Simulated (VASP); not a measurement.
# Al (Fm-3m) in VASP: further runs, part 2 of 2

VASP 6.6.1. Earlier steps stand in the parts before.

### 4 Relaxation of cell and atoms, RPBE

This run uses another cell than the first one, of 16.75 Å³/atom, 1.017 times its volume.

Contents of INCAR:

```
PREC = Accurate
ENCUT = 600
EDIFF = 1E-7
ISMEAR = 1
SIGMA = 0.1
LREAL = False
LASPH = True
NELM = 80
ALGO = Normal
ISIF = 3
LWAVE = False
LCHARG = False
GGA = RP
IBRION = 2
NSW = 90
EDIFFG = -0.005
```

Contents of KPOINTS:

```
Automatic mesh
0
Gamma
  16 16 16
```

Contents of POSCAR:

```
Al                                      
1.0
    0.0000000000      2.0307376595      2.0307376595
    2.0307376595      0.0000000000      2.0307376595
    2.0307376595      2.0307376595      0.0000000000
  Al            
     1
Direct
     0.0000000000000000    0.0000000000000000    0.0000000000000000
```

Potentials or basis: VASP PAW PBE potentials, release 64 (Al).

Run with:

```console
$ cat potpaw_PBE.64/Al/POTCAR > POTCAR
$ mpirun -np 1 vasp_std > vasp.out
```

OUTCAR:

```text
PREC = Accurate
   ENCUT = 600
   EDIFF = 1E-7
   ISMEAR = 1
   LREAL = False
   LASPH = True
   NELM = 80
   ISIF = 3
   GGA = RP
   IBRION = 2
   NSW = 90
   EDIFFG = -0.005

 ion  position               nearest neighbor table
   1  0.000  0.000  0.000-

  LATTYP: Found a face centered cubic cell.
 ALAT       =     4.0614753190

  Lattice vectors:

 A1 = (   0.0000000000,   2.0307376595,   2.0307376595)
 A2 = (   2.0307376595,   0.0000000000,   2.0307376595)
 A3 = (   2.0307376595,   2.0307376595,   0.0000000000)

Analysis of symmetry for initial positions (statically):
=====================================================================
 Subroutine PRICEL returns:
 Original cell was already a primitive cell.

 Routine SETGRP: Setting up the symmetry group for a
 face centered cubic supercell.

 Subroutine GETGRP returns: Found 48 space group operations
 (whereof 48 operations were pure point group operations)
 out of a pool of 48 trial point group operations.

The static configuration has the point symmetry O_h .

Analysis of symmetry for dynamics (positions and initial velocities):
=====================================================================
 Subroutine PRICEL returns:
 Original cell was already a primitive cell.

 Routine SETGRP: Setting up the symmetry group for a
 face centered cubic supercell.

 Subroutine GETGRP returns: Found 48 space group operations
 (whereof 48 operations were pure point group operations)
 out of a pool of 48 trial point group operations.

The dynamic configuration has the point symmetry O_h .

 Subroutine INISYM returns: Found 48 space group operations
 (whereof 48 operations are pure point group operations),
 and found     1 'primitive' translations

[... 104 lines left out ...]
   NUPDOWN=      -1.0000    fix difference up-down
   EMIN   =  10.00;   EMAX   =-10.00  energy-range for DOS
   EFERMI =   0.00;   METHOD = LEGACY
   ISMEAR =     1;   SIGMA  =   0.10  broadening in eV -4-tet -1-fermi 0-gaus
   EFERMI_NEDOS =   21; number of points for ismear=-14 and -15
   IALGO  =     38    algorithm
   IMIX   =      4    mixing-type and parameters
     AMIX     =   0.40;   BMIX     =  1.00
     AMIX_MAG =   1.60;   BMIX_MAG =  1.00
  volume/ion in A,a.u.               =      16.75       113.03
  Fermi-wavevector in a.u.,A,eV,Ry     =   0.922822  1.743881 11.586736  0.851601
  Thomas-Fermi vector in A             =   2.048391
   LORBIT       =      0    0 simple, 1 ext, 2 COOP (PROOUT), +10 PAW based schemes
   GGA     = RP    functional components
   LHFCALC =     F    Hartree Fock is set to
   AEXX    =    0.0000 exact exchange contribution
   IVDW    =     0    specifies the selected vdW correction
   LEPSILON=     F    determine dielectric tensor
   LRPA    =     F    only Hartree local field effects (RPA)
 conjugate gradient relaxation of ions
 non-spin polarized calculation
 Methfessel and Paxton  Order N= 1 SIGMA  =   0.10
  energy-cutoff  :      600.00
  volume of cell :       16.75
 maximum number of plane-waves:       568
   NGX = 11   NGY = 11   NGZ = 11

 number of electron       3.0000000 magnetization

 Free energy of the ion-electron system (eV)
  ---------------------------------------------------
  ext. energy  EPLUGINS =         0.00000000
  ---------------------------------------------------
  free energy    TOTEN  =        -3.51362101 eV

  energy without entropy =       -3.51397404  energy(sigma->0) =       -3.51373868

 E-fermi :   7.9804     XC(G=0): -10.0868

 val. band max:        7.9424127034   @ k =  -0.2500   0.3125   0.1250
 cond. band min:       8.0580755614   @ k =   0.4375   0.4375   0.0000
 fundamental gap:      0.1156628581
 Fermi energy:         7.9803563518

 k-point     1 :       0.0000    0.0000    0.0000
  band No.  band energies     occupation
      1      -3.0958      2.00000
      2      20.4533      0.00000
      3      20.4533      0.00000
      4      20.4533      0.00000
      5      21.9613      0.00000
[... 177 lines left out ...]
 k-point    24 :      -0.0625    0.0625    0.0000
  band No.  band energies     occupation
      1      -2.8154      2.00000
      2      17.6183      0.00000
      3      18.3607      0.00000
      4      20.7262      0.00000
      5      22.1360      0.00000

 [... further k-points ...]
[... 5 lines left out ...]
  --------------------------------------------------------------------------------------
  -------------------------------------------------------------------------------------
  Total        0.0003479      0.0003479      0.0003479      0.0000000      0.0000000      0.0000000
  in kB        0.0332787      0.0332787      0.0332787      0.0000000      0.0000000      0.0000000
  external PRESSURE =       0.0332787 kB  Pullay stress =       0.0000000 kB

 VOLUME and BASIS-vectors are now :
 -----------------------------------------------------------------------------
  energy-cutoff  :      600.00
  volume of cell :       16.75
      direct lattice vectors                 reciprocal lattice vectors
     0.000000000  2.030737660  2.030737660    -0.246215949  0.246215949  0.246215949
     2.030737660  0.000000000  2.030737660     0.246215949 -0.246215949  0.246215949
     2.030737660  2.030737660  0.000000000     0.246215949  0.246215949 -0.246215949

 POSITION                                       TOTAL-FORCE (eV/Angst)
 -----------------------------------------------------------------------------------
      0.00000      0.00000      0.00000         0.000000      0.000000      0.000000
 -----------------------------------------------------------------------------------
    total drift:                               -0.000000      0.000000      0.000000

  FREE ENERGIE OF THE ION-ELECTRON SYSTEM (eV)
  ---------------------------------------------------
  free  energy   TOTEN  =        -3.5136210071 eV

  energy  without entropy=       -3.5139740392  energy(sigma->0) =       -3.51373868

 reached required accuracy - stopping structural energy minimisation
```

OSZICAR:

```text
N       E                     dE             d eps       ncg     rms          rms(c)
DAV:   1    -0.108106975420E+01   -0.10811E+01   -0.93739E+02  1460   0.371E+02
DAV:   2    -0.351392688929E+01   -0.24329E+01   -0.23432E+01  1805   0.335E+01
DAV:   3    -0.353466144988E+01   -0.20735E-01   -0.20741E-01  2005   0.379E+00
DAV:   4    -0.353472081918E+01   -0.59369E-04   -0.59366E-04  1850   0.190E-01
DAV:   5    -0.353472128873E+01   -0.46955E-06   -0.47044E-06  2015   0.144E-02    0.182E+00
DAV:   6    -0.352293976027E+01    0.11782E-01   -0.15482E-03  1780   0.353E-01    0.105E+00
DAV:   7    -0.351364016144E+01    0.92996E-02   -0.47889E-03  1645   0.569E-01    0.186E-01
DAV:   8    -0.351362485383E+01    0.15308E-04   -0.21101E-05  1970   0.479E-02    0.363E-02
DAV:   9    -0.351362145832E+01    0.33955E-05   -0.16436E-06  1845   0.106E-02    0.100E-03
DAV:  10    -0.351362111963E+01    0.33869E-06   -0.67179E-09  1430   0.938E-04    0.130E-03
DAV:  11    -0.351362098534E+01    0.13429E-06   -0.65535E-10   990   0.254E-04    0.130E-04
DAV:  12    -0.351362100712E+01   -0.21776E-07   -0.86850E-11   845   0.821E-05
   1 F= -.35136210E+01 E0= -.35137387E+01  d E =-.351362E+01
```

CONTCAR:

```text
Al
   1.00000000000000
     0.0000000000000000    2.0307376595000002    2.0307376595000002
     2.0307376595000002    0.0000000000000000    2.0307376595000002
     2.0307376595000002    2.0307376595000002    0.0000000000000000
  Al
     1
Direct
     0.0000000000000000    0.0000000000000000    0.0000000000000000

  0.00000000E+00  0.00000000E+00  0.00000000E+00
```

Wall time 4 s (1 thread of Intel Xeon 6975P-C (Granite Rapids), shared host); peak memory 0.13 GiB.

Results:

```yaml
Free_energy: -3.5136 eV
Pressure_after_relaxing: 0.0 GPa
Band_gap_on_the_k_mesh: none (metal or under the smearing width)
```

Final structure:
```
Al
1.0
     0.00000    2.03074    2.03074
     2.03074    0.00000    2.03074
     2.03074    2.03074    0.00000
Al
1
Direct
  0.00000 0.00000 0.00000
```

Caveat: the relaxation stopped at its first step, so nothing moved; the PAW data sets were made with another functional, which shifts forces and pressure a little.

### 5 Relaxation of cell and atoms, PBE+D3(BJ)

This run uses another cell than the first one, of 16.60 Å³/atom, 1.008 times its volume.

Contents of INCAR:

```
PREC = Accurate
ENCUT = 600
EDIFF = 1E-6
ISMEAR = 1
SIGMA = 0.1
LREAL = F
LASPH = T
NELM = 80
ALGO = Normal
ISIF = 3
LWAVE = F
LCHARG = F
GGA = PE
IVDW = 12
IBRION = 2
NSW = 90
EDIFFG = -0.01
```

Contents of KPOINTS:

```
regular mesh
0
Gamma
  16 16 16
```

Contents of POSCAR:

```
Al
1.0
    0.0000000000      2.0248050000      2.0248050000
    2.0248050000      0.0000000000      2.0248050000
    2.0248050000      2.0248050000      0.0000000000
Al
1
Direct
    0.0000000000      0.0000000000      0.0000000000
```

Run with:

```console
$ cat potpaw_PBE.64/Al/POTCAR > POTCAR
$ mpirun -np 1 vasp_std > vasp.out
```

Wall time 6.9 s (1 thread of Intel Xeon 6975P-C (Granite Rapids), shared host); peak memory 0.15 GiB.

It converged, with:

| Property | Result |
| --- | --- |
| Free energy | -4.0960 eV |
| Relaxed volume | 15.79 Å³/atom |
| Relaxed cell | a = 2.816 Å, b = 2.816 Å, c = 2.816 Å, α = 60.00°, β = 60.00°, γ = 60.00° |
| Space group after relaxing (to 0.05 Å) | Fm-3m (No. 225) |
| Energy gained by relaxing | 10.5 meV/atom |
| Ionic steps | 3 |
| Pressure after relaxing | 0.0 GPa |
| Band gap on the k mesh | none (metal or under the smearing width) |
| Dispersion energy per atom | -0.352 eV |

The path:
```
step  energy change (eV)  largest force (eV/Å)  pressure (GPa)  volume (Å³)
   1              0.0000                0.0000           -3.95        16.60
   2             -0.0101                0.0000            0.88        15.64
   3             -0.0105                0.0000            0.01        15.79
```

Final structure:
```xyz
1
Lattice="0.0000 1.9912 1.9912 1.9912 0.0000 1.9912 1.9912 1.9912 0.0000" Properties=species:S:1:pos:R:3 pbc="T T T"
Al    0.0000    0.0000    0.0000
```

Levels at points of the mesh, in eV from the Fermi level:
| k point | band 1 | band 2 | band 3 | band 4 | band 5 |
| --- | --- | --- | --- | --- | --- |
| (0.00, 0.00, 0.00) | -11.47 | 12.84 | 12.84 | 12.84 | 14.67 |
| (0.50, 0.00, 0.00) | -4.79 | -4.46 | 11.64 | 11.64 | 11.86 |
| (0.50, 0.50, 0.00) | -3.05 | -1.64 | 5.24 | 5.78 | 5.78 |

Caveat: pairwise dispersion overbinds metals, which lowers pressure and volume.

### 6 Summary

| level | gap on the mesh (eV) | pressure (GPa) |
| --- | --- | --- |
| PBE | none | 0.0 |
| RPBE | none | 0.0 |
| PBE+D3(BJ) | none | 0.0 |

Alike in all rows: task relaxation of cell and atoms; potentials or basis VASP PAW PBE potentials, release 64 (Al); no spin polarisation; cell relaxed; k mesh 16 × 16 × 16; cutoff (eV) 600; smearing methfessel-paxton 0.1 eV.

Caveats: the relaxation stopped at its first step, so nothing moved (some runs); the PAW data sets were made with another functional, which shifts forces and pressure a little (some runs); pairwise dispersion overbinds metals, which lowers pressure and volume (some runs).

Total energies depend on the potentials used, so only differences within one code and one set of settings carry meaning.
